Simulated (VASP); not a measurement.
# SiC (F-43m) in VASP: Born charges and dielectric tensor with RPBE

Aim: the Born charges and dielectric tensor of SiC with RPBE.

Everything below comes from runs of VASP 6.6.1. Logs are shortened: lines on timing, memory, paths and dates and some standing lists are left out, and cuts for length are marked.

**What was measured.**

From “Insight into the structural, elastic and electronic properties of a new orthorhombic 6O-SiC polytype”, 2020, pmc:7200658, for a bulk crystal of SiC: band gap 2.4 eV (indirect).

From “Infrared properties of SiC particles”, 1999, arxiv:astro-ph/9903031, for a bulk crystal of SiC: high-frequency dielectric constant 6.49.

How close the calculation comes is told below.

### Step 1. The structure

The structure is cubic, space group F-43m (No. 216). The conventional cell has a = 4.398 Å, b = 4.398 Å, c = 4.398 Å, α = 90.00°, β = 90.00°, γ = 90.00°. Si (site symmetry -43m) is surrounded by 4 C at 1.90 Å. Around C (site symmetry -43m) lie 4 Si at 1.90 Å.

The cell is a database's computed one.

### Step 2. Born charges and dielectric tensor, RPBE

Contents of INCAR:

```
SYSTEM = SiC
  PREC = Accurate
  ENCUT = 600
  EDIFF = 1E-8
  ISMEAR = 0
  SIGMA = 0.02
  LREAL = .False.
  LASPH = .True.
  NELM = 100
  ALGO = Fast
  ISIF = 2
  LWAVE = .False.
  LCHARG = .False.
  GGA = RP
  LEPSILON = .True.
  IBRION = 8
  NSW = 1
```

Contents of KPOINTS:

```
regular mesh
0
Gamma
  10 10 10
  0 0 0
```

Contents of POSCAR:

```
SiC
1.0
    0.0000000000      2.1988100000      2.1988100000
    2.1988100000      0.0000000000      2.1988100000
    2.1988100000      2.1988100000      0.0000000000
Si C
1 1
Direct
    0.7500000000      0.7500000000      0.7500000000
    0.0000000000      0.0000000000      0.0000000000
```

Potentials or basis: VASP PAW PBE potentials, release 64 (Si, C).

On the command line:

```sh
$ cat potpaw_PBE.64/Si/POTCAR potpaw_PBE.64/C/POTCAR > POTCAR
$ mpirun -np 1 vasp_std > vasp.out
```

OUTCAR:

```text
SYSTEM = SiC
   PREC = Accurate
   ENCUT = 600
   EDIFF = 1E-8
   ISMEAR = 0
   LREAL = .False.
   LASPH = .True.
   NELM = 100
   ISIF = 2
   GGA = RP
   LEPSILON = .True.
   IBRION = 8
   NSW = 1

 ion  position               nearest neighbor table
   1  0.750  0.750  0.750-   2 1.90   2 1.90   2 1.90   2 1.90
   2  0.000  0.000  0.000-   1 1.90   1 1.90   1 1.90   1 1.90

  LATTYP: Found a face centered cubic cell.
 ALAT       =     4.3976200000

  Lattice vectors:

 A1 = (   0.0000000000,   2.1988100000,   2.1988100000)
 A2 = (   2.1988100000,   0.0000000000,   2.1988100000)
 A3 = (   2.1988100000,   2.1988100000,   0.0000000000)

Analysis of symmetry for initial positions (statically):
=====================================================================
 Subroutine PRICEL returns:
 Original cell was already a primitive cell.

 Routine SETGRP: Setting up the symmetry group for a
 face centered cubic supercell.

 Subroutine GETGRP returns: Found 24 space group operations
 (whereof 24 operations were pure point group operations)
 out of a pool of 48 trial point group operations.

The static configuration has the point symmetry T_d .

Analysis of symmetry for dynamics (positions and initial velocities):
=====================================================================
 Subroutine PRICEL returns:
 Original cell was already a primitive cell.

 Routine SETGRP: Setting up the symmetry group for a
 face centered cubic supercell.

 Subroutine GETGRP returns: Found 24 space group operations
 (whereof 24 operations were pure point group operations)
 out of a pool of 48 trial point group operations.

The dynamic configuration has the point symmetry T_d .

 Subroutine INISYM returns: Found 24 space group operations
 (whereof 24 operations are pure point group operations),
 and found     1 'primitive' translations

----------------------------------------------------------------------------------------

                                     Primitive cell

  volume of cell :      21.2615

  direct lattice vectors                    reciprocal lattice vectors
     0.000000000  2.198810000  2.198810000    -0.227395728  0.227395728  0.227395728
     2.198810000  0.000000000  2.198810000     0.227395728 -0.227395728  0.227395728
     2.198810000  2.198810000  0.000000000     0.227395728  0.227395728 -0.227395728

  length of vectors
     3.109586923  3.109586923  3.109586923     0.393860954  0.393860954  0.393860954

  position of ions in fractional coordinates (direct lattice)
     0.750000000  0.750000000  0.750000000
     0.000000000  0.000000000  0.000000000

  ion indices of the primitive-cell ions
   primitive index   ion index
                 1           1
                 2           2

----------------------------------------------------------------------------------------

 KPOINTS: regular mesh

Automatic generation of k-mesh.
 Grid dimensions read from file:
 generate k-points for:   10   10   10

 Generating k-lattice:

  Cartesian coordinates                     Fractional coordinates (reciprocal lattice)
[... 415 lines left out ...]
  ---------------------------------------------------
  ---------------------------------------------------
  free energy    TOTEN  =        -0.38820956 eV

  energy without entropy =       -0.38820956

------------------------ aborting loop because EDIFF is reached ----------------------------------------

--------------------------------------- Ionic step        2  -------------------------------------------

------------------------ aborting loop because EDIFF is reached ----------------------------------------

--------------------------------------- Ionic step        3  -------------------------------------------

------------------------ aborting loop because EDIFF is reached ----------------------------------------

 PIEZOELECTRIC TENSOR FIELD DIRECTION 3  (e Angst)
 -----------------------------------------------------------------------------
    -0.00061 -1.31111  0.00000           ( -0.00000 -0.05378  0.00000)
    -1.31111 -0.00061  0.00000           ( -0.05378 -0.00000  0.00000)
     0.00000  0.00000  0.00072           (  0.00000  0.00000 -0.00000)

 PIEZOELECTRIC TENSOR FIELD DIRECTION 3  (C/m^2)
 -----------------------------------------------------------------------------
    -0.00046 -0.98800  0.00000
    -0.98800 -0.00046  0.00000
     0.00000  0.00000  0.00054

--------------------------------------- Ionic step        4  -------------------------------------------

------------------------ aborting loop because EDIFF is reached ----------------------------------------

[... ionic steps 5 to 6 ...]

--------------------------------------- Ionic step        7  -------------------------------------------

 Free energy of the ion-electron system (eV)
  ---------------------------------------------------
  ---------------------------------------------------
  free energy    TOTEN  =        -0.12293584 eV

  energy without entropy =       -0.12293584

------------------------ aborting loop because EDIFF is reached ----------------------------------------

 INTERNAL STRAIN TENSOR  FOR ION    2  DIRECTION 1   (eV/Angst):
 -----------------------------------------------------------------------------
    -0.00785  0.00000  0.00000
     0.00000  0.00341 -7.20864
     0.00000 -7.20864  0.00341

 MACROSCOPIC STATIC DIELECTRIC TENSOR (including local field effects in DFT)
 ------------------------------------------------------
           7.068630    -0.000000     0.000000
          -0.000000     7.068630    -0.000000
          -0.000000    -0.000000     7.068630
 ------------------------------------------------------

 PIEZOELECTRIC TENSOR (including local field effects)  for field in x, y, z        (e  Angst)
          XX          YY          ZZ          XY          YZ          ZX
  --------------------------------------------------------------------------------
  x     0.00000    -0.00000    -0.00000     0.00000    -1.30854     0.00000
  y     0.00000    -0.00000     0.00000     0.00000     0.00000    -1.30854
  z    -0.00000    -0.00000     0.00000    -1.30854     0.00000     0.00000

 PIEZOELECTRIC TENSOR (including local field effects)  for field in x, y, z        (C/m^2)
          XX          YY          ZZ          XY          YZ          ZX
  --------------------------------------------------------------------------------
  x     0.00000    -0.00000    -0.00000     0.00000    -0.98606     0.00000
  y     0.00000    -0.00000     0.00000     0.00000     0.00000    -0.98606
  z    -0.00000    -0.00000     0.00000    -0.98606     0.00000     0.00000

 BORN EFFECTIVE CHARGES (including local field effects) (in |e|, cummulative output)
 ---------------------------------------------------------------------------------
 ion    1
    1     2.67643     0.00000    -0.00000
    2     0.00000     2.67643    -0.00000
    3    -0.00000     0.00000     2.67643
 ion    2
    1    -2.67643     0.00000     0.00000
    2    -0.00000    -2.67643     0.00000
    3     0.00000    -0.00000    -2.67643

 INTERNAL STRAIN TENSOR FOR ION    2 for displacements in x,y,z  (eV/Angst):
          X           Y           Z          XY          YZ          ZX
  --------------------------------------------------------------------------------
  x    -0.00000     0.00000     0.00000     0.00000    -7.20864     0.00000
  y     0.00000     0.00000     0.00000     0.00000     0.00000    -7.20864
  z     0.00000     0.00000    -0.00000    -7.20864     0.00000     0.00000

 SECOND DERIVATIVES (NOT SYMMETRIZED)
 ------------------------------------
               1X          1Y          1Z          2X          2Y          2Z
  1X   -18.250410    0.000000    0.000000   18.250410    0.000000    0.000000
  1Y     0.000000  -18.250410    0.000000    0.000000   18.250410    0.000000
  1Z     0.000000    0.000000  -18.250410    0.000000    0.000000   18.250410
  2X    18.251325    0.000000    0.000000  -18.251325    0.000000    0.000000
  2Y     0.000000   18.251325    0.000000    0.000000  -18.251325    0.000000
  2Z     0.000000    0.000000   18.251325    0.000000    0.000000  -18.251325

 Eigenvectors and eigenvalues of the dynamical matrix
 ----------------------------------------------------

   1 f  =   23.025994 THz   144.676589 2PiTHz  768.064495 cm-1    95.227818 meV
             X         Y         Z           dx          dy          dz
      3.298215  3.298215  3.298215     0.494894    0.233721    0.000000
      0.000000  0.000000  0.000000    -0.756782   -0.357401   -0.000000
[... 21 lines left out ...]
   6 f/i=    0.000264 THz     0.001661 2PiTHz    0.008817 cm-1     0.001093 meV
             X         Y         Z           dx          dy          dz
      3.298215  3.298215  3.298215    -0.071703    0.578644    0.600403
      0.000000  0.000000  0.000000    -0.046890    0.378402    0.392631

--------------------------------------------------------------------------------------------------------

 MACROSCOPIC STATIC DIELECTRIC TENSOR IONIC CONTRIBUTION
 ------------------------------------------------------
           3.340422     0.000000    -0.000000
           0.000000     3.340422     0.000000
          -0.000000     0.000000     3.340422
 ------------------------------------------------------

 ELASTIC MODULI CONTR FROM IONIC RELAXATION (kBar)
 Direction    XX          YY          ZZ          XY          YZ          ZX
 --------------------------------------------------------------------------------
 XX          -0.0000     -0.0000     -0.0000     -0.0000     -0.0000     -0.0000
 YY          -0.0000     -0.0000     -0.0000     -0.0000     -0.0000      0.0000
 ZZ          -0.0000     -0.0000     -0.0000     -0.0000     -0.0000     -0.0000
 XY          -0.0000     -0.0000     -0.0000   -194.2536      0.0000      0.0000
 YZ          -0.0000     -0.0000     -0.0000      0.0000   -194.2536      0.0000
 ZX          -0.0000      0.0000     -0.0000      0.0000      0.0000   -194.2536
 --------------------------------------------------------------------------------

 PIEZOELECTRIC TENSOR IONIC CONTR  for field in x, y, z        (C/m^2)
          XX          YY          ZZ          XY          YZ          ZX
  --------------------------------------------------------------------------------
  x     0.00000     0.00000     0.00000    -0.00000     0.75798     0.00000
  y     0.00000    -0.00000     0.00000    -0.00000     0.00000     0.75798
  z     0.00000     0.00000     0.00000     0.75798    -0.00000     0.00000
```

Wall time 3.2 min (1 thread of AMD EPYC 9R45 (Zen 5), shared host); peak memory 0.2 GiB.

Results:

| Property | Result |
| --- | --- |
| Band gap on the k mesh | 1.39 eV, indirect (least direct gap 4.51 eV) |
| Electronic dielectric tensor (diagonal) | 7.07 |
| Born charges (mean of the diagonal) | Si +2.68; C -2.68 e |
| Highest phonon frequency at Γ, LO-TO splitting left out | 768 cm⁻¹ |

Phonon frequencies in cm⁻¹ (negative: imaginary):
```tsv
q point	frequencies
(0.000, 0.000, 0.000)	0 0 0 768 768 768
```

Electronic dielectric tensor:
```
7.07 0.00 0.00
0.00 7.07 0.00
0.00 0.00 7.07
```

Born effective charge tensors (e):
atom 1, Si
```
2.68 0.00 0.00
0.00 2.68 0.00
0.00 0.00 2.68
```
atom 2, C
```
-2.68  0.00  0.00
 0.00 -2.68  0.00
 0.00  0.00 -2.68
```

### Step 3. Against experiment

Step 2. Measured gap of SiC: 2.4 eV (indirect; quoted in “Insight into the structural, elastic and electronic properties of a new orthorhombic 6O-SiC polytype”, 2020, pmc:7200658). This calculation gives 1.39 eV (-1.01 eV). The value is that of RPBE on a finite k mesh, which can miss the band edges, without temperature or zero-point motion. Semilocal functionals fall short of measured gaps as a rule. The cell is a database's relaxed one, not the measured one, which moves gaps too. Against the measured high-frequency dielectric constant of SiC, 6.49 (quoted in “Infrared properties of SiC particles”, 1999, arxiv:astro-ph/9903031), the calculated 7.07 is off by +8.9 %.
